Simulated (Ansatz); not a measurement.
**CuI: the cell at several levels of theory**

How does the equilibrium cell of CuI in the database structure depend on the functional? It is relaxed with PBE-D3(BJ), r2SCAN+rVV10 and PBE-D4.

Code: Ansatz 0.2.0. PAW datasets, plane waves, zero pressure. Calculated at 0 K for a non-magnetic cell.

## Step 1: The system as given

It is orthorhombic, Cmcm (No. 63); conventional cell a = 7.466 Å, b = 7.422 Å, c = 4.307 Å, 29.83 Å³ an atom. Around Cu lie 2 Cu at 2.46 Å and 3 I at 2.58–2.59 Å; around I lie 3 Cu at 2.58–2.59 Å.

Structure file:

```xyz
4
Lattice="3.7332 -3.7111 0.0000 3.7332 3.7111 0.0000 0.0000 0.0000 4.3070" Properties=species:S:1:pos:R:3 pbc="T T T"
Cu    3.7332    0.5905    3.2302
Cu    3.7332   -0.5905    1.0767
I     3.7332   -2.0043    3.2302
I     3.7332    2.0043    1.0767
```

## Step 2: PBE-D3(BJ): cell and atoms

input.yaml

```yaml
crystal:
  lattice:
    - [3.73316759, -3.71108637, 0.0]
    - [3.73316759, 3.71108637, 0.0]
    - [0.0, 0.0, 4.30699767]
  atoms:
    - { symbol: Cu, position: [0.42043883, 0.57956117, 0.75] }
    - { symbol: Cu, position: [0.57956117, 0.42043883, 0.25] }
    - { symbol: I, position: [0.77004268, 0.22995732, 0.75] }
    - { symbol: I, position: [0.22995732, 0.77004268, 0.25] }
kpoints:
  mp_grid: { grid: [4, 4, 6] }
hamiltonian:
  xc: pbe
  dispersion: d3bj
scf:
  occupations: { method: fermi_dirac, width: 0.02 }
relax:
  f_tol: 0.005
  cell: {}
```

Started as:

```bash
$ ansatz run input.yaml --threads 2 --pin off --max-ram 2211MiB --backend cpu --events-out ev --progress --plain --runs-dir out
```

Further steps of the session: Relaxing with r2SCAN+rVV10; Relaxing with PBE-D4.

Q: Predict the outcome of this session. Wanted: for each run, a; b; c; volume; space group; SCF geometries.

**Answer**, as computed:

```
       level  a (Å)  b (Å)  c (Å)  volume (Å³/atom)  space group  SCF geometries
  PBE-D3(BJ)  6.639  7.006  4.367            25.390         Cmcm               8
r2SCAN+rVV10  7.007  7.186  4.322            27.206         Cmcm               7
      PBE-D4  6.680  7.023  4.365            25.598         Cmcm               6
```

In words: The first relaxation changed the volume by -14.9 % from the start. The volume runs from PBE-D3(BJ) (least) to r2SCAN+rVV10 (most), a spread of 7.2 %, or 2.3 % in length if all axes shared it alike. The meshes differ: PBE-D3(BJ) 4×4×6, r2SCAN+rVV10 6×6×6, PBE-D4 6×6×6.
